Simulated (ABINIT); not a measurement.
The system is BN.

```
N B
1.0
     2.50804    0.00000    0.00000
    -1.24671    2.17623    0.00000
    -0.63067   -1.08812    3.02254
N B
1 1
Direct
  0.66851 0.33238 0.98500
  0.97964 0.98350 0.00181
```

The cell comes from a database or a generator and needn't be the stable form of this composition.

Base run:

```yaml
Program: ABINIT 10.8.3 (patched build)
Functional: PBEsol
Potentials_or_basis: JTH PAW PBE v2.0
Cutoff: 707 eV
k_mesh: 13 × 13 × 9
Occupations: fermi-dirac, width 0.05 eV
Spin: no spin polarisation
```

Its results: band gap on the k mesh 2.70 eV, indirect (least direct gap 4.46 eV); pressure 2.0 GPa; largest force 2.764 eV/Å.

Problem. The run is repeated on the same cell with these changes: functional from PBEsol to LDA; potentials or basis from JTH PAW PBE v2.0 to JTH PAW LDA v2.0. What comes out?

Solution. Band gap on the k mesh 2.63 eV, indirect (least direct gap 4.39 eV); pressure -3.9 GPa; largest force 2.718 eV/Å.

Caveats: the atomic spheres overlap; the PAW data sets were made with another functional, which shifts forces and pressure a little (some runs); forces of over 1 eV/Å show positions far from the minimum, so gaps and moduli don't describe the material at rest (some runs).

A k mesh can miss the band edges.
